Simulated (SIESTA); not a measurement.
**InSe under changes of volume**

One of the cells (28.652 Å³/atom); the others are scaled copies at fixed shape and fractional positions:

```
CELL_PARAMETERS angstrom
1.98658 1.14695 8.38335
-1.98658 1.14695 8.38335
0.00000 -2.29390 8.38335
ATOMIC_POSITIONS crystal
In 0.88860 0.88860 0.88860
In 0.00000 0.00000 0.00000
Se 0.17190 0.17190 0.17190
Se 0.38350 0.38350 0.38350
```

```yaml
Program: SIESTA 5.4.2
Functional: PBE
Potentials_or_basis: PseudoDojo 0.4 standard (PBE files)
Basis: DZP (energy shift 0.002 Ry; radii capped at 9.5 bohr)
Grid_cutoff: 500 Ry
Energy_shift: 0.002 Ry
k_mesh: 8 × 8 × 8
Occupations: fermi-dirac, width 0.05 eV
Spin: no spin polarisation
```

```tsv
volume (Å³/atom)	energy over the lowest point (meV/atom)	pressure (GPa)	gap on the mesh (eV)	largest force (eV/Å)
27.483	94.42	8.8	0.56	1.154
28.068	65.28	7.2	0.50	0.954
28.652	?	?	?	?
29.822	9.61	3.2	0.33	0.570
30.406	0.00	2.1	0.29	0.490
```

Q: What does the run at 28.652 Å³/atom give?

A: Energy over the lowest point 41.79 meV/atom; pressure 5.7 GPa; gap on the mesh 0.44 eV; largest force 0.772 eV/Å.

Worked out: A Birch-Murnaghan fit of order 2 (a polynomial in V^(-2/3)) to the other rows has no minimum within the range. It gives 41.82 meV/atom at 28.652 Å³/atom, against the run's 41.79, and -dE/dV = 5.7 GPa, against 5.7. A straight line through the other rows of the gap, of slope -2.71 eV per unit of ln V (its deformation potential), gives 0.45 eV, against the run's 0.44.

Energies are extrapolated to zero smearing.

Caveats: semicore shells carry a single zeta, which can move pressures by several GPa and volumes by a few percent; spin-orbit coupling is left out, which moves the levels of the heavy elements; the basis of atomic orbitals isn't converged, which shifts pressures, moduli and gaps; forces of over 1 eV/Å show positions far from the minimum, so gaps and moduli don't describe the material at rest (some runs).

A mesh can miss the band edges.
